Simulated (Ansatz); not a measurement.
# BN: stress in a strained cell

BN is deformed so: equal xy, yz and zx engineering shear strains of -1 %. What stress and forces result, by LAPW, PAW and all-electron datasets made for the crystal?

Method: DFT PBEsol, scalar-relativistic, in Ansatz 0.2.0.

## 1. The starting structure

Symmetry: P6_3/mmc, No. 194, hexagonal system. Conventional cell: a = 2.504 Å, b = 2.504 Å, c = 6.661 Å, α = 90.00°, β = 90.00°, γ = 120.00°. B (site symmetry -6m2) is surrounded by 3 N at 1.45 Å. N (site symmetry -6m2) is surrounded by 3 B at 1.45 Å.

Structure file:

```
B N
1.0
     2.50399    0.00000    0.00000
    -1.25200    2.16852    0.00000
     0.00000    0.00000    6.66120
B N
2 2
Direct
  0.33333 0.66667 0.25000
  0.66667 0.33333 0.75000
  0.33333 0.66667 0.75000
  0.66667 0.33333 0.25000
```

Atoms are numbered in the order of the input: B1, B2, N3, N4.

## 2. The deformed structure

Space group P6_3/mmc before, P-1 after.

## 3. All-electron LAPW

The input, input.yaml:

```yaml
crystal:
  lattice:
    - [2.5039917043, -0.0125199585, -0.0125199585]
    - [-1.2628384543, 2.1747804061, -0.0045826229]
    - [-0.033306, -0.033306, 6.6612]
  atoms:
    - { symbol: B, position: [0.3333333333, 0.6666666667, 0.25] }
    - { symbol: B, position: [0.6666666667, 0.3333333333, 0.75] }
    - { symbol: "N", position: [0.3333333333, 0.6666666667, 0.75] }
    - { symbol: "N", position: [0.6666666667, 0.3333333333, 0.25] }
kpoints:
  mp_grid: { grid: [11, 11, 4] }
  band_path:
    path:
      - [0.0, 0.0, 0.0]
      - [0.0, 0.0, 0.5]
      - [-0.5, 0.5, 0.0]
      - [0.0, 0.0, 0.0]
      - [0.0, -0.5, 0.0]
      - [-0.5, 0.0, 0.5]
      - [0.0, 0.0, 0.0]
      - [-0.5, 0.0, 0.0]
      - [0.0, -0.5, 0.5]
    npoints: 5
scf:
  occupations: { method: fermi_dirac, width: 0.03 }
hamiltonian:
  xc: pbesol
  pseudopotentials: { kind: all_electron, lapw: { basis_error: 0.0005 } }
output:
  forces: true
  stress: true
  eigenvalues: true
```

The run is started by

```sh
ansatz run input.yaml --threads 1 --pin off --max-ram 4096MiB --backend cpu --events-out ev --progress --plain --runs-dir out
```

## 4. PAW on the default files

The input, input.yaml:

```yaml
crystal:
  lattice:
    - [2.5039917043, -0.0125199585, -0.0125199585]
    - [-1.2628384543, 2.1747804061, -0.0045826229]
    - [-0.033306, -0.033306, 6.6612]
  atoms:
    - { symbol: B, position: [0.3333333333, 0.6666666667, 0.25] }
    - { symbol: B, position: [0.6666666667, 0.3333333333, 0.75] }
    - { symbol: "N", position: [0.3333333333, 0.6666666667, 0.75] }
    - { symbol: "N", position: [0.6666666667, 0.3333333333, 0.25] }
kpoints:
  mp_grid: { grid: [11, 11, 4] }
scf:
  occupations: { method: fermi_dirac, width: 0.03 }
hamiltonian:
  xc: pbesol
  pseudopotentials: { kind: paw }
output:
  forces: true
  stress: true
  eigenvalues: true
  efg: { contact_densities: true }
```

## 5. Datasets made for this crystal

input.yaml, as its differences from that of step 4:

```diff
@@ -16,3 +16,3 @@
   xc: pbesol
-  pseudopotentials: { kind: paw }
+  pseudopotentials: { kind: all_electron, datasets: crystal }
 output:
```

(Steps that only read results are left out.)

Q: Predict the outcome of this session. Wanted: pressure; largest shear or deviatoric stress.

As calculated:

| quantity | value |
| --- | --- |
| pressure | LAPW 0.44, PAW 0.46, crystal datasets 0.44 GPa |
| largest shear or deviatoric stress (LAPW) | 3.71 GPa |

In words: The largest part of the stress beyond the pressure is 3.71 GPa in size, in the xy component; the atoms are carried along and not relaxed. No run of the undeformed cell stands beside it, so pressure and stress hold what the given cell had before the change, as far as its symmetry allows. PAW: stress within 0.05 GPa of LAPW, forces within 1 meV/Å. Crystal datasets: stress within 0.01 GPa of LAPW, forces within 1 meV/Å.
